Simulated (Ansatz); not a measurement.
Rocksalt SrO, relaxed with r2SCAN in Ansatz. The symmetry is Fm-3m (No. 225, cubic); a = 5.160 Å in the conventional setting, 17.17 Å³ an atom. Sr is surrounded by 6 O at 2.58 Å; O is surrounded by 6 Sr at 2.58 Å.

The axes x, y and z are those of this cell:
```
Sr O
1.0
     0.00000    2.57989    2.57989
     2.57989    0.00000    2.57989
     2.57989    2.57989    0.00000
Sr O
1 1
Direct
  0.00000 0.00000 0.00000
  0.50000 0.50000 0.50000
```

Unstrained: PBE gives an indirect gap of 3.318 eV, from Γ to X; the least direct gap is 3.403 eV at X. With r2SCAN the valence top lies at Γ and the conduction bottom at X, 3.799 eV higher; the smallest vertical gap, at X, is 3.880 eV. HSE06 gives an indirect gap of 4.794 eV, from Γ to X; the least direct gap is 4.890 eV at X. Meshes: PBE 8×8×8, r2SCAN 8×8×8, HSE06 6×6×6. Strains are changes of length per length, and xy shears are angles. After each strain the atoms were relaxed again with r2SCAN within the symmetry that the strain leaves, so tilts or polar shifts that break it weren't tested; points keep the names that they have in the unstrained zone. Calculated for a static, non-magnetic cell.

Problem. Apply xy shear, engineering strain (angle) +0.5 %. How far does the gap move, against the unstrained cell?

Solution. PBE: the gap goes from 3.318 to 3.312 eV (-0.006 eV); with r2SCAN the top three valence levels at Γ, degenerate before, become 1+1+1 from the top over 11 meV. r2SCAN: the gap goes from 3.799 to 3.794 eV (-0.005 eV). HSE06: the gap goes from 4.794 to 4.789 eV (-0.005 eV). The r2SCAN energy rises by 0.1 meV an atom.

Problem. One strain changed the r2SCAN stress by xx +14.53, yy +14.53, zz 0.00 GPa (compression positive) and the gap by -0.250 eV (PBE), -0.263 eV (r2SCAN), -0.214 eV (HSE06). Which kind of strain was it, and roughly how large?

Solution. Epitaxial -5.0 % in the xy plane, free normal strain +2.99 %. The pattern of the stress gives the kind; the size needs the stiffness, so it is an estimate.

Problem. Estimate what isotropic +3.0 % on every length does to the gap.

Solution. PBE: the gap goes from 3.318 to 3.334 eV (+0.016 eV); it turns from indirect (Γ → X) to direct (Γ). r2SCAN: the gap goes from 3.799 to 3.814 eV (+0.015 eV). HSE06: the gap goes from 4.794 to 4.754 eV (-0.040 eV); it turns from indirect (Γ → X) to direct (Γ). The r2SCAN energy rises by 36.7 meV an atom.

Problem. One strain changed the r2SCAN stress by xx +15.08, yy +15.08, zz +15.08 GPa (compression positive) and the gap by -0.111 eV (PBE), -0.111 eV (r2SCAN), -0.077 eV (HSE06). Which kind of strain was it, and roughly how large?

Solution. Isotropic -4.0 % on every length. The pattern of the stress gives the kind; the size needs the stiffness, so it is an estimate.

Problem. Apply uniaxial -4.0 % along [111], other directions held. How far does the gap move, against the unstrained cell?

Solution. PBE: the gap goes from 3.318 to 3.233 eV (-0.085 eV); with r2SCAN the top three valence levels at Γ, degenerate before, become 1+2 from the top over 81 meV. r2SCAN: the gap goes from 3.799 to 3.716 eV (-0.083 eV). HSE06: the gap goes from 4.794 to 4.720 eV (-0.074 eV). The r2SCAN energy rises by 14.5 meV an atom.

The meshes of the hybrids are coarse, so their gaps aren't converged to the digits shown.

The splittings at Γ are without spin-orbit coupling, which regroups them where it is of like size or larger.
